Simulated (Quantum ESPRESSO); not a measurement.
## BaS in Quantum ESPRESSO: the effect of exact exchange

BaS:

```
CELL_PARAMETERS angstrom
0.00000 3.19375 3.19375
3.19375 0.00000 3.19375
3.19375 3.19375 0.00000
ATOMIC_POSITIONS crystal
Ba 0.00000 0.00000 0.00000
S 0.50000 0.50000 0.50000
```

Alike in all runs:

```yaml
Program: Quantum ESPRESSO 7.5
Task: single point
Functional: r2SCAN-X
Potentials_or_basis: SG15 PBE 1.2
Cutoff: 707 eV
Density_cutoff: 2830 eV
k_mesh: 2 × 2 × 2
Occupations: fixed
Spin: no spin polarisation
```

| exact exchange | gap on the mesh (eV) |
| --- | --- |
| 0.05 | ? |
| 0.1 | 3.03 |
| 0.15 | 3.34 |
| 0.25 | 3.96 |
| 0.35 | 4.58 |
| 0.5 | 5.52 |

Problem. What does the run with exact exchange 0.05 give?

Solution. gap on the mesh 2.72 eV.

Worked out: A straight line through the other rows of the gap on the mesh, of slope 6.22 eV per unit of exact exchange, extrapolates to 2.72 eV, against the run's 2.72.

Caveats: all runs use coarse meshes; the mesh is coarse for exact exchange, which widens gaps; spin-orbit coupling is left out, which moves the levels of the heavy elements.

A k mesh can miss the band edges.

Runs at the PBE level aren't shown here.
